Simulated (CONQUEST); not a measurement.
**KF (Carobbiite) under changes of volume**

One of the cells (19.074 Å³/atom); the others are scaled copies at fixed shape and fractional positions:

```
K F
1.0
     3.77857    0.00000    0.00000
     0.00000    3.77857    0.00000
     0.00000    0.00000    5.34370
K F
2 2
Cartesian
  0.0000 0.0000 0.0000
  1.8893 1.8893 2.6719
  0.0000 0.0000 2.6719
  1.8893 1.8893 0.0000
```

```yaml
Program: CONQUEST 1.3
Functional: PBEsol
Potentials_or_basis: PseudoDojo NC PBEsol, DZP, grid of 40 × 40 × 60 points
k_mesh: 7 × 7 × 5
Occupations: fermi-dirac, width 0.05 eV
Spin: no spin polarisation
```

| volume (Å³/atom) | energy over the lowest point (meV/atom) | pressure (GPa) | gap on the mesh (eV) |
| --- | --- | --- | --- |
| 17.929 | ? | ? | ? |
| 18.311 | 0.00 | 0.3 | 6.20 |
| 18.692 | 0.12 | -0.4 | 6.09 |
| 19.074 | 2.16 | -1.3 | 5.99 |
| 19.455 | 6.15 | -2.0 | 5.89 |
| 19.837 | 11.50 | -2.4 | 5.79 |
| 20.218 | 17.53 | -2.7 | 5.70 |

Task: What does the run at 17.929 Å³/atom give?

Result: Energy over the lowest point 1.36 meV/atom; pressure 1.0 GPa; gap on the mesh 6.31 eV.

Worked out: A Birch-Murnaghan fit of order 3 (a polynomial in V^(-2/3)) to the other rows has its minimum at 18.50 Å³/atom with B0 = V·E''(V) = 51 GPa (rough, since the energies scatter). It gives 2.87 meV/atom at 17.929 Å³/atom, against the run's 1.36, and -dE/dV = 1.9 GPa, against 1.0. A straight line through the other rows of the gap, of slope -5.05 eV per unit of ln V, extrapolates to 6.30 eV, against the run's 6.31.

Energies are extrapolated to zero smearing.

Caveats: an odd mesh through Γ misses points on the zone boundary, where band edges often lie; the basis of atomic orbitals isn't converged, which shifts pressures, moduli and gaps; the real-space grid breaks the cell's symmetry a little (some runs).
